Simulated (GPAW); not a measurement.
A calculation with GPAW 26.7.0 of MgS (Niningerite) (ASE script, structure from a POSCAR):

Contents of run.py:

```python
from ase.dft.bandgap import bandgap
from ase.io import read, write
from ase.units import GPa
from gpaw import GPAW, PW

atoms = read('POSCAR')

calc = GPAW(mode=PW(650),
            xc='PBE',
            kpts={'size': (7, 7, 7), 'gamma': True},
            occupations={'name': 'fermi-dirac', 'width': 0.05},
            nbands=16,
            maxiter=120,
            txt='gpaw.txt')
atoms.calc = calc
energy = atoms.get_potential_energy()
forces = atoms.get_forces()
stress = atoms.get_stress()
calc.write('gs.gpw')
write('result.traj', atoms)
print(f'Energy: {energy:.6f} eV')
print('Forces (eV/A):')
print(forces.round(4))
print('Stress (GPa):', (stress / GPa).round(3))
print('Fermi level:', round(calc.get_fermi_level(), 4), 'eV')
print(f'Gap: {bandgap(calc)[0]:.4f} eV, direct: {bandgap(calc, direct=True)[0]:.4f} eV')
```

POSCAR

```
MgS
1.0
    0.0000000000      2.6016500000      2.6016500000
    2.6016500000      0.0000000000      2.6016500000
    2.6016500000      2.6016500000      0.0000000000
S Mg
1 1
Direct
    0.5000000000      0.5000000000      0.5000000000
    0.0000000000      0.0000000000      0.0000000000
```

Potentials or basis: GPAW PAW data sets (gpaw-data 1.2.1), pw.

The run is started by

```console
$ OMP_NUM_THREADS=1 python run.py
```

Q: Write the same calculation in another form: ASE script, structure typed inline.

A: As run:

File run.py:

```python
from ase import Atoms
from ase.dft.bandgap import bandgap
from ase.io import write
from ase.units import GPa
from gpaw import GPAW, PW

atoms = Atoms(['S', 'Mg'],
              cell=[[0.0, 2.60165, 2.60165],
                    [2.60165, 0.0, 2.60165],
                    [2.60165, 2.60165, 0.0]],
              scaled_positions=[[0.5, 0.5, 0.5],
                                [0.0, 0.0, 0.0]],
              pbc=True)

calc = GPAW(mode=PW(650),
            xc='PBE',
            kpts={'size': (7, 7, 7), 'gamma': True},
            occupations={'name': 'fermi-dirac', 'width': 0.05},
            nbands=16,
            maxiter=120,
            txt='gpaw.txt')
atoms.calc = calc
energy = atoms.get_potential_energy()
forces = atoms.get_forces()
stress = atoms.get_stress()
calc.write('gs.gpw')
write('result.traj', atoms)
print(f'Energy: {energy:.6f} eV')
print('Forces (eV/A):')
print(forces.round(4))
print('Stress (GPa):', (stress / GPa).round(3))
print('Fermi level:', round(calc.get_fermi_level(), 4), 'eV')
print(f'Gap: {bandgap(calc)[0]:.4f} eV, direct: {bandgap(calc, direct=True)[0]:.4f} eV')
```

Potentials or basis: GPAW PAW data sets (gpaw-data 1.2.1), pw.

Command:

```bash
$ OMP_NUM_THREADS=1 python run.py
```

Both were run:

|  | ASE script, structure from a POSCAR | ASE script, structure typed inline |
| --- | --- | --- |
| Pressure | 1.0 GPa | 1.0 GPa |
| Band gap on the k mesh | 3.01 eV, indirect (least direct gap 3.72 eV) | 3.01 eV, indirect (least direct gap 3.72 eV) |

Keys that steer only the numerical path or the files written may differ.

Caveat: the cutoff is short for stress and forces, so pressures can be off by a GPa or more; an odd mesh through Γ misses points on the zone boundary, where band edges often lie.
